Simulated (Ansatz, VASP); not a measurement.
Si: VASP beside Ansatz

```
Si
1.0
     0.11848    2.81220    2.83677
     2.80872    0.01206    2.94319
     2.81505    2.92494    0.00573
Si
2
Direct
  0.52926 0.50686 0.50928
  0.72074 0.74314 0.74072
```

Change from the starting cell: all atoms moved at random, cell strained at random.

Alike in both runs: task single point; functional PBE; k mesh 10 × 10 × 10; occupations gaussian, width 0.02 eV; no spin polarisation.

|  | VASP | Ansatz |
| --- | --- | --- |
| version | VASP 6.6.1 | Ansatz 0.2.0 |
| potentials or method | VASP PAW PBE potentials, release 64 (Si) | scalar-relativistic, plane waves, PAW |
| plane-wave cutoff (eV) | 520 | 420 |
| valence electrons in the cell | 8 | 8 |

|  | VASP | Ansatz | Ansatz less VASP |
| --- | --- | --- | --- |
| gap on the k mesh at the Fermi level (eV) | none | none | - |
| pressure (GPa) | -5.4 | -5.3 | +0.07 |
| largest component of the traceless stress (GPa) | 5.03 | 5.05 | +0.019 |
| rms of the force components (eV/Å) | 2.207 | 2.214 | +0.0067 |

Atom by atom the forces differ by 0.007 eV/Å (rms over components). A gap of «none» marks a metal or a gap that the smearing closes. The functional is the same, so the differences come from potentials, cutoffs and numerics.

Caveats: forces of over 1 eV/Å show positions far from the minimum, so gaps and moduli don't describe the material at rest.
